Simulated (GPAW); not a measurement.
# BN (P6_3mc) in GPAW: further runs

One crystal, BN, is run at these levels: PBEsol; tasks: relaxation of cell and atoms.

Everything below comes from runs of GPAW 26.7.0. Logs are shortened: lines on timing, memory, paths and dates and some standing lists are left out, and cuts for length are marked. The log counts tension as positive stress, the text compression.

**1. The structure**

It takes space group P6_3mc (No. 186, hexagonal). Conventional cell: a = 2.554 Å, b = 2.554 Å, c = 4.227 Å, α = 90.00°, β = 90.00°, γ = 120.00°. N (site symmetry 3m) is surrounded by 4 B at 1.57 to 1.58 Å. B (site symmetry 3m) has 4 N at 1.57 to 1.58 Å as nearest neighbours.

Measurements of this composition are mostly on another form, of space group No. 194.

**2. Relaxation of cell and atoms, PBEsol**

run.py

```python
from ase import Atoms
from ase.filters import FrechetCellFilter
from ase.io import write
from ase.optimize import BFGS
from gpaw import GPAW, PW, setup_paths

setup_paths.insert(0, '.')

atoms = Atoms(['N', 'N', 'B', 'B'],
              cell=[[2.5539396017, 0.0, 0.0],
                    [-1.2769698009, 2.2117765748, 0.0],
                    [0.0, 0.0, 4.226855]],
              scaled_positions=[[0.3333333333, 0.6666666667, 0.125276],
                                [0.6666666667, 0.3333333333, 0.625276],
                                [0.3333333333, 0.6666666667, 0.499724],
                                [0.6666666667, 0.3333333333, 0.999724]],
              pbc=True)

calc = GPAW(mode=PW(800),
            xc='PBEsol',
            kpts={'size': (9, 9, 5), 'gamma': True},
            occupations={'name': 'fermi-dirac', 'width': 0.05},
            nbands=18,
            convergence={'density': 1e-05, 'forces': 0.0001},
            maxiter=150,
            txt='gpaw.txt')
atoms.calc = calc
opt = BFGS(FrechetCellFilter(atoms), trajectory='relax.traj', logfile='-')
done = opt.run(fmax=0.02, steps=60)
calc.write('gs.gpw')
write('result.traj', atoms)
print('Converged:', done)
print('Cell:', atoms.cell.cellpar().round(4))
print('Volume:', round(atoms.get_volume(), 4))
print(atoms.get_scaled_positions().round(5))
```

Potentials or basis: PAW data sets generated in the run's folder for this functional, pw.

On the command line:

```bash
gpaw-setup -f PBEsol B N
OMP_NUM_THREADS=1 python run.py
```

gpaw.txt:

```text
__  _  _
 | _ |_)|_||  |
 |__||  | ||/\| - 26.7.0

Input parameters:
  mode=PW(ecut=800.0),
  convergence={'density': 1e-05, 'forces': 0.0001},
  kpts=MonkhorstPack(size=(9, 9, 5), gamma=True),
  maxiter=150,
  nbands=18,
  occupations=Occupations(name='fermi-dirac', width=0.05),
  xc=XC(name='PBEsol')

Diagonalizing LCAO Hamiltonian
Converting LCAO to pw mode

          B

        B N

        N

Atoms  # Å, Bohr magnetons
|   | symbol |         x |        y |        z |    initial magnetic moments |
|---|--------|-----------|----------|----------|-----------------------------|
| 0 |      N | -0.000000 | 1.474518 | 0.529523 | ( 0.0000,  0.0000,  0.0000) |
| 1 |      N |  1.276970 | 0.737259 | 2.642951 | ( 0.0000,  0.0000,  0.0000) |
| 2 |      B | -0.000000 | 1.474518 | 2.112261 | ( 0.0000,  0.0000,  0.0000) |
| 3 |      B |  1.276970 | 0.737259 | 4.225688 | ( 0.0000,  0.0000,  0.0000) |

Unit cell  # Å
| periodic |         x |        y |        z |  lengths |     angles |
|----------|-----------|----------|----------|----------|------------|
|      yes |  2.553940 | 0.000000 | 0.000000 | 2.553940 |  90.000000 |
|      yes | -1.276970 | 2.211777 | 0.000000 | 2.553940 |  90.000000 |
|      yes |  0.000000 | 0.000000 | 4.226855 | 4.226855 | 120.000000 |

Number of symmetries: 6
Symmetry operations  # r_c * U_cc + t_c -> r_c
|   | kind |            matrix            |
|---|------|------------------------------|
| 0 |  σ   |  1, 1, 0,  0,-1, 0,  0, 0, 1 |
| 1 |  E   |  1, 0, 0,  0, 1, 0,  0, 0, 1 |
| 2 |  C3  |  0, 1, 0, -1,-1, 0,  0, 0, 1 |
| 3 |  σ   |  0,-1, 0, -1, 0, 0,  0, 0, 1 |
| 4 |  σ   | -1, 0, 0,  1, 1, 0,  0, 0, 1 |
| 5 |  C3  | -1,-1, 0,  1, 0, 0,  0, 0, 1 |
[... 133 lines left out ...]
SCF iterations
|iter     | |      energy | eigst |  dens |force |
|---------|-|-------------|-------|-------|------|
|iter:   1| |  -38.548516 | +0.10 |       |      |
|iter:   2| |  -38.206050 | -1.94 | -0.75 |      |
|iter:   3| |  -36.868752 | -1.29 | -0.79 |      |
|iter:   4| |  -36.841558 | -2.81 | -1.39 |      |
|iter:   5| |  -36.839092 | -3.47 | -1.86 |      |
|iter:   6| |  -36.839158c| -5.18 | -2.60 |      |
|iter:   7| |  -36.839158c| -7.02 | -3.63 |      |
|iter:   8| |  -36.839158c| -8.31c| -4.37 |      |
|iter:   9| |  -36.839158c| -8.64c| -5.20c|      |
|iter:  10| |  -36.839158c| -9.41c| -5.67c|-3.47 |
|iter:  11| |  -36.839158c|-10.43c| -6.41c|-4.24c|

Converged in 11 steps
Energy contributions relative to reference atoms: (reference = -4283.654871)

Energy contributions:
  Kinetic:          31.974897
  Coulomb:         -30.827381
  Zero:              0.203303
  External:          0.000000
  Xc:              -38.189977
  Entropy:          -0.000000
  Spinorbit:         0.000000
  ----------------------------
  Free energy:     -36.839158
  Extrapolated:    -36.839158
[... 26 lines left out ...]
Gap: 4.977 eV
Transition (v -> c):
  (s=0, k=0, n=7, [0.00, 0.00, 0.00]) -> (s=0, k=26, n=8, [0.33, 0.33, 0.00])
Direct/indirect transitions are different
Direct gap: 8.140 eV
Transition at: (s=0, k=5, n=7, [0.11, 0.00, 0.00])

Stress tensor  # eV/Ang^3
|        x |         y |         z |
|----------|-----------|-----------|
| 0.043275 |  0.000000 |  0.000000 |
| 0.000000 |  0.043275 | -0.000000 |
| 0.000000 | -0.000000 |  0.046798 |

Forces  # eV/Ang
|       x |       y |        z |
|---------|---------|----------|
| 0.00000 | 0.00000 | -0.01177 |  # N    0
| 0.00000 | 0.00000 | -0.01177 |  # N    1
| 0.00000 | 0.00000 |  0.01199 |  # B    2
| 0.00000 | 0.00000 |  0.01200 |  # B    3

Interpolating wave functions to new cell

          B

        B N

        N

Atoms  # Å, Bohr magnetons
|   | symbol |         x |        y |        z |    initial magnetic moments |
|---|--------|-----------|----------|----------|-----------------------------|
| 0 |      N | -0.000000 | 1.473158 | 0.528828 | ( 0.0000,  0.0000,  0.0000) |
| 1 |      N |  1.275792 | 0.736579 | 2.640148 | ( 0.0000,  0.0000,  0.0000) |
| 2 |      B | -0.000000 | 1.473158 | 2.110326 | ( 0.0000,  0.0000,  0.0000) |
| 3 |      B |  1.275792 | 0.736579 | 4.221646 | ( 0.0000,  0.0000,  0.0000) |

Unit cell  # Å
| periodic |         x |         y |         z |  lengths |     angles |
|----------|-----------|-----------|-----------|----------|------------|
|      yes |  2.551585 | -0.000000 | -0.000000 | 2.551585 |  90.000000 |
|      yes | -1.275792 |  2.209737 |  0.000000 | 2.551585 |  90.000000 |
|      yes | -0.000000 |  0.000000 |  4.222640 | 4.222640 | 120.000000 |

Number of symmetries: 6
Symmetry operations  # r_c * U_cc + t_c -> r_c
|   | kind |            matrix            |
|---|------|------------------------------|
| 0 |  σ   |  1, 1, 0,  0,-1, 0,  0, 0, 1 |
| 1 |  E   |  1, 0, 0,  0, 1, 0,  0, 0, 1 |
| 2 |  C3  |  0, 1, 0, -1,-1, 0,  0, 0, 1 |
| 3 |  σ   |  0,-1, 0, -1, 0, 0,  0, 0, 1 |
| 4 |  σ   | -1, 0, 0,  1, 1, 0,  0, 0, 1 |
| 5 |  C3  | -1,-1, 0,  1, 0, 0,  0, 0, 1 |
[... 133 lines left out ...]
SCF iterations
|iter     | |      energy | eigst |  dens |force |
|---------|-|-------------|-------|-------|------|
|iter:   1| |  -36.841509 | -3.18 |       |      |
|iter:   2| |  -36.841467 | -6.06 | -2.72 |      |
|iter:   3| |  -36.841405c| -5.07 | -2.77 |      |
|iter:   4| |  -36.841425c| -6.73 | -3.40 |      |
|iter:   5| |  -36.841431c| -7.35 | -3.76 |      |
|iter:   6| |  -36.841431c| -7.58c| -4.47 |      |
|iter:   7| |  -36.841431c| -8.30c| -5.31c|      |
|iter:   8| |  -36.841431c| -9.25c| -6.41c|-4.25c|

Converged in 8 steps
Energy contributions relative to reference atoms: (reference = -4283.654871)

Energy contributions:
  Kinetic:          32.479068
  Coulomb:         -31.209695
  Zero:              0.203387
  External:          0.000000
  Xc:              -38.314191
  Entropy:           0.000000
  Spinorbit:         0.000000
  ----------------------------
  Free energy:     -36.841431
  Extrapolated:    -36.841431
[... 40 lines left out ...]
Forces  # eV/Ang
|        x |        y |        z |
|----------|----------|----------|
|  0.00000 |  0.00000 | -0.00180 |  # N    0
| -0.00000 |  0.00000 | -0.00180 |  # N    1
|  0.00000 | -0.00000 |  0.00206 |  # B    2
|  0.00000 |  0.00000 |  0.00205 |  # B    3

Interpolating wave functions to new cell

          B

        B N

        N

Atoms  # Å, Bohr magnetons
|   | symbol |         x |        y |        z |    initial magnetic moments |
|---|--------|-----------|----------|----------|-----------------------------|
| 0 |      N | -0.000000 | 1.465462 | 0.525655 | ( 0.0000,  0.0000,  0.0000) |
| 1 |      N |  1.269127 | 0.732731 | 2.625020 | ( 0.0000,  0.0000,  0.0000) |
| 2 |      B | -0.000000 | 1.465462 | 2.098579 | ( 0.0000,  0.0000,  0.0000) |
| 3 |      B |  1.269127 | 0.732731 | 4.197944 | ( 0.0000,  0.0000,  0.0000) |

Unit cell  # Å
| periodic |         x |         y |         z |  lengths |     angles |
|----------|-----------|-----------|-----------|----------|------------|
|      yes |  2.538254 | -0.000000 |  0.000000 | 2.538254 |  90.000000 |
|      yes | -1.269127 |  2.198193 | -0.000000 | 2.538254 |  90.000000 |
|      yes | -0.000000 |  0.000000 |  4.198730 | 4.198730 | 120.000000 |

Number of symmetries: 6
Symmetry operations  # r_c * U_cc + t_c -> r_c
|   | kind |            matrix            |
|---|------|------------------------------|
| 0 |  σ   |  1, 1, 0,  0,-1, 0,  0, 0, 1 |
| 1 |  E   |  1, 0, 0,  0, 1, 0,  0, 0, 1 |
| 2 |  C3  |  0, 1, 0, -1,-1, 0,  0, 0, 1 |
| 3 |  σ   |  0,-1, 0, -1, 0, 0,  0, 0, 1 |
| 4 |  σ   | -1, 0, 0,  1, 1, 0,  0, 0, 1 |
| 5 |  C3  | -1,-1, 0,  1, 0, 0,  0, 0, 1 |
[... 133 lines left out ...]
SCF iterations
|iter     | |      energy | eigst |  dens |force |
|---------|-|-------------|-------|-------|------|
|iter:   1| |  -36.853998 | -1.70 |       |      |
|iter:   2| |  -36.852104 | -4.59 | -2.02 |      |
|iter:   3| |  -36.845533 | -3.60 | -2.07 |      |
|iter:   4| |  -36.845512c| -5.35 | -2.84 |      |
|iter:   5| |  -36.845524c| -5.87 | -3.25 |      |
|iter:   6| |  -36.845525c| -7.16 | -4.05 |      |
|iter:   7| |  -36.845526c| -7.49c| -4.71 |      |
|iter:   8| |  -36.845526c| -8.22c| -5.81c|      |
|iter:   9| |  -36.845526c| -9.19c| -6.37c|-4.91c|

Converged in 9 steps
Energy contributions relative to reference atoms: (reference = -4283.654871)

Energy contributions:
  Kinetic:          35.371224
  Coulomb:         -33.397376
  Zero:              0.203375
  External:          0.000000
  Xc:              -39.022749
  Entropy:          -0.000000
  Spinorbit:         0.000000
  ----------------------------
  Free energy:     -36.845526
  Extrapolated:    -36.845526
[... 26 lines left out ...]
Gap: 4.959 eV
Transition (v -> c):
  (s=0, k=0, n=7, [0.00, 0.00, 0.00]) -> (s=0, k=26, n=8, [0.33, 0.33, 0.00])
Direct/indirect transitions are different
Direct gap: 8.238 eV
Transition at: (s=0, k=5, n=7, [0.11, 0.00, 0.00])

Stress tensor  # eV/Ang^3
|         x |         y |         z |
|-----------|-----------|-----------|
| -0.000413 | -0.000000 | -0.000000 |
| -0.000000 | -0.000413 |  0.000000 |
| -0.000000 | -0.000000 | -0.000346 |

Forces  # eV/Ang
|        x |        y |        z |
|----------|----------|----------|
|  0.00000 |  0.00000 |  0.01956 |  # N    0
| -0.00000 | -0.00000 |  0.01957 |  # N    1
|  0.00000 | -0.00000 | -0.01935 |  # B    2
|  0.00000 |  0.00000 | -0.01934 |  # B    3

# Writing to gs.gpw (mode='')
```

Run time: 2.3 min. Hardware: 1 thread of Intel Xeon at 2.50GHz (Skylake/Cascade Lake), shared host; peak memory 0.22 GiB.

What came out:

```yaml
Free_energy: -36.8455 eV
Relaxed_volume: 5.86 Å³/atom
Relaxed_cell: a = 2.538 Å, b = 2.538 Å, c = 4.199 Å, α = 90.00°, β = 90.00°, γ = 120.00°
Space_group_after_relaxing_to_0.05_Å: P6_3mc (No. 186)
Energy_gained_by_relaxing: 1.6 meV/atom
Ionic_steps: 3
Pressure_after_relaxing: 0.1 GPa
Largest_force_after_relaxing: 0.020 eV/Å
Band_gap_on_the_k_mesh: 4.96 eV, indirect (least direct gap 8.24 eV)
```

Forces in eV/Å, atoms in the order of the input:
```
N    0.000  0.000  0.020
N    0.000  0.000  0.020
B    0.000  0.000 -0.019
B    0.000  0.000 -0.019
```

The path:
```
step  energy change (eV)  largest force (eV/Å)  pressure (GPa)  volume (Å³)
   1              0.0000                0.0120           -7.12        23.88
   2             -0.0023                0.0021           -6.08        23.81
   3             -0.0064                0.0196            0.06        23.43
```

Final structure:
```xyz
4
Lattice="2.5383 0.0000 0.0000 -1.2691 2.1982 0.0000 0.0000 0.0000 4.1987" Properties=species:S:1:pos:R:3 pbc="T T T"
N     0.0000    1.4655    0.5257
N     1.2691    0.7327    2.6250
B     0.0000    1.4655    2.0986
B     1.2691    0.7327    4.1979
```

Caveat: later steps reuse the first step's grids; an odd mesh through Γ misses points on the zone boundary, where band edges often lie.

(Continued in part 2 of 2.)
